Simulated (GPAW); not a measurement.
Runs of GPAW 26.7.0 on Ni. Symmetry: Fm-3m, No. 225, cubic system. Conventional cell: a = 3.475 Å, b = 3.475 Å, c = 3.475 Å, α = 90.00°, β = 90.00°, γ = 90.00°. Around Ni (site symmetry m-3m) lie 12 Ni at 2.46 Å. 

| task | level | potentials or basis | U | cell | k mesh | smearing | optimizer | fmax | max steps | convergence | band path | gap on the mesh (eV) | pressure (GPa) | moment (μB) | V0 of scaled cells (Å³/atom) | B0 (GPa) |
| --- | --- | --- | --- | --- | --- | --- | --- | --- | --- | --- | --- | --- | --- | --- | --- | --- |
| relaxation of cell and atoms | PBEsol | PAW data sets generated in the run's folder for this functional, pw | - | relaxed | 13 × 13 × 13 | fermi-dirac 0.05 eV | BFGS | 0.02 eV/Å | 60 | density=1e-05 forces=0.0001 | - | none | 0.2 | 0.63 | - | - |
| band structure | PBEsol+U | PAW data sets generated in the run's folder for this functional, pw | Ni d U = 8 eV | as given | 13 × 13 × 13 | fermi-dirac 0.05 eV | - | - | - | - | GXWKGLUWLK,UX | - | 0.4 | 0.92 | - | - |
| band structure | r2SCAN | GPAW PAW data sets (gpaw-data 1.2.1), pw | - | as given | 11 × 11 × 11 | fermi-dirac 0.05 eV | - | - | - | - | GXWKGLUWLK,UX | - | 4.8 | 0.77 | - | - |
| relaxation of cell and atoms | RPBE+D3(BJ) | the program's PAW data sets (release 1.2.1) made for this functional, pw | - | relaxed | 13 × 13 × 13 | fermi-dirac 0.05 eV | LBFGS | 0.05 eV/Å | 40 | density=1e-05 forces=0.0001 | - | none | 0.7 | 0.63 | - | - |
| equation of state | BLYP+D3(BJ) | PAW data sets generated in the run's folder for this functional, pw | - | as given | 11 × 11 × 11 | fermi-dirac 0.05 eV | - | - | - | - | - | - | - | - | 10.58 | 215 |
| band structure | LDA | the program's PAW data sets (release 1.2.1) made for this functional, pw | - | as given | 11 × 11 × 11 | fermi-dirac 0.05 eV | - | - | - | - | GXWKGLUWLK,UX | - | (b) | 0.57 | - | - |
| equation of state | OLYP | PAW data sets generated in the run's folder for this functional, pw | - | as given | 11 × 11 × 11 | fermi-dirac 0.05 eV | - | - | - | - | - | - | - | - | 11.06 | (a) |
| single point | LDA | the program's PAW data sets (release 1.2.1) made for this functional, pw | - | as given | 13 × 13 × 13 | gaussian 0.02 eV | - | - | - | - | - | none | -8.4 | 0.62 | - | - |

Alike in all rows: spin collinear, ferromagnetic start; cutoff (eV) 600.

Problem. Fill in the values left out.

Solution. (a) 193; (b) -8.5.

Caveats: the stock nickel data set gives pressures a few GPa off other programs (some runs); each step starts from the last one's moments, so a moment once lost doesn't come back (some runs); later steps reuse the first step's grids (some runs); the U is typed as a test and isn't derived for this compound (some runs); the PAW data sets were made with another functional, which shifts forces and pressure a little (some runs); pairwise dispersion overbinds metals, which lowers pressure and volume (some runs).

A k mesh can miss the band edges.

A gap of «none» marks a metal or a gap under the smearing width.

Not every run made on this cell is shown here.
